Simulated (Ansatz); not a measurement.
Method: DFT PBE, scalar-relativistic, plane waves, PAW in Ansatz 0.2.0. Settings: cutoff 420 eV, Γ-centred meshes spaced at most about 0.3 Å⁻¹, and about 0.25 Å⁻¹ or finer for metals (2π included), Gaussian smearing. No spin polarisation.

These are static total energies at zero pressure.

Two forms of Al₄P were relaxed alike.

A. Space group I4/mmm (No. 139), tetragonal, a = 5.029 Å, c = 7.426 Å. Al on a site of symmetry 4mm is surrounded by 1 P at 2.38 Å, 1 Al at 2.66 Å and 4 Al at 2.84 Å; Al on a site of symmetry mmm is surrounded by 2 P at 2.51 Å and 4 Al at 2.84 Å; around P lie 6 Al at 2.38–2.51 Å.

B. Space group P6/mmm (No. 191), hexagonal, a = 2.764 Å, c = 13.463 Å. Al on its first site is surrounded by 8 Al at 2.76–2.83 Å; around Al on its second site lie 1 P at 2.50 Å and 7 Al at 2.76–2.83 Å; P has 2 Al at 2.50 Å and 6 P at 2.76 Å.

Problem. Which would you expect to be lower, and how large is the difference?

Solution. A is lower, by 24 meV/atom. A has space group I4/mmm (No. 139), 18.8 Å³/atom and no gap on its mesh; B has space group P6/mmm (No. 191), 17.8 Å³/atom and no gap. Counting Al atoms around P (those within 1.25 times the shortest such distance or 1.15 times the sum of covalent radii, 1.27 where that leaves under three), A has P 6 and B has P 2. The lower one is the more open, so pressure narrows the difference. Even the lower one lies +0.16 eV/atom against the reference forms of the elements (uncorrected), so neither is stable at this level. Both come from invented guesses.

For metals, differences of a few meV/atom aren't resolved. Cells relaxed within their symmetry can be saddle points.
